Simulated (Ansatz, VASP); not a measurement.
## One calculation of Co3Si8, two programs

```xyz
11
Lattice="3.7565 0.0000 0.0000 -1.8783 3.2532 0.0000 0.0000 0.0000 25.7351" Properties=species:S:1:pos:R:3 pbc="T T T"
Si    1.8783    1.0844    7.4603
Si    0.0000    0.0000    8.9014
Si    0.0000    2.1688   10.5837
Si    1.8783    1.0844   12.0715
Si    0.0000    0.0000   13.6636
Si    0.0000    2.1688   15.1514
Si    1.8783    1.0844   16.8337
Si    0.0000    0.0000   18.2748
Co    1.8783    1.0844    9.7577
Co    0.0000    2.1688   12.8676
Co    0.0000    0.0000   15.9774
```

Alike in both runs: functional PBEsol; k mesh 9 × 9 × 1; occupations gaussian, width 0.1 eV; no spin polarisation.

Ansatz relaxed the structure, and its values are those at the end. VASP's run is a single point on that final structure, the one shown.

|  | VASP | Ansatz |
| --- | --- | --- |
| version | VASP 6.6.1 | Ansatz 0.2.0 |
| potentials or method | VASP PAW PBE potentials, release 64 (Si, Co) | scalar-relativistic, plane waves, PAW |
| plane-wave cutoff (eV) | 520 | 420 |
| valence electrons in the cell | 59 | 83 |

```tsv
	VASP	Ansatz	Ansatz less VASP
gap on the k mesh at the Fermi level (eV)	none	none	-
rms of the force components (eV/Å)	0.006	0.002	-0.0042
work function, face that differs most (eV)	5.56	5.56	+0.008
```

A gap of «none» marks a metal or a gap that the smearing closes. The two sets of potentials don't hold the same shells in valence.

Caveats: the PAW data sets were made with another functional, which shifts forces and pressure a little (VASP). Spin polarisation is off, so any magnetic state and its effect on volume and gap are missing.
